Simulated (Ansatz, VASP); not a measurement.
# Two plane-wave programs on AlN

```
Al N
1.0
     3.08874    0.00000    0.00000
    -1.54437    2.67493    0.00000
     0.00000    0.00000    4.94377
Al N
2 2
Direct
  0.33270 0.69882 0.00152
  0.66730 0.30118 0.50152
  0.33390 0.63798 0.38348
  0.66610 0.36202 0.88348
```

Change from the starting cell: mode 4 frozen in at -0.052 Å and mode 5 at +0.086 Å (largest displacements).

Alike in both runs: task single point; functional LDA; k mesh 9 × 9 × 6; occupations gaussian, width 0.05 eV; no spin polarisation.

|  | VASP | Ansatz |
| --- | --- | --- |
| version | VASP 6.6.1 | Ansatz 0.2.0 |
| potentials or method | VASP PAW LDA potentials, release 64 (Al, N) | scalar-relativistic, plane waves, PAW |
| plane-wave cutoff (eV) | 520 | 520 |
| valence electrons in the cell | 16 | 16 |

```tsv
	VASP	Ansatz	Ansatz less VASP
gap on the k mesh at the Fermi level (eV)	4.30	4.30	-0.005
least direct gap on the mesh (eV)	4.30	4.30	-0.005
pressure (GPa)	0.3	-0.3	-0.62
largest component of the traceless stress (GPa)	0.66	0.70	+0.041
rms of the force components (eV/Å)	0.260	0.260	+0.0001
```

Atom by atom the forces differ by 0.002 eV/Å (rms over components).

Caveats: an odd mesh through Γ misses points on the zone boundary, where band edges often lie.
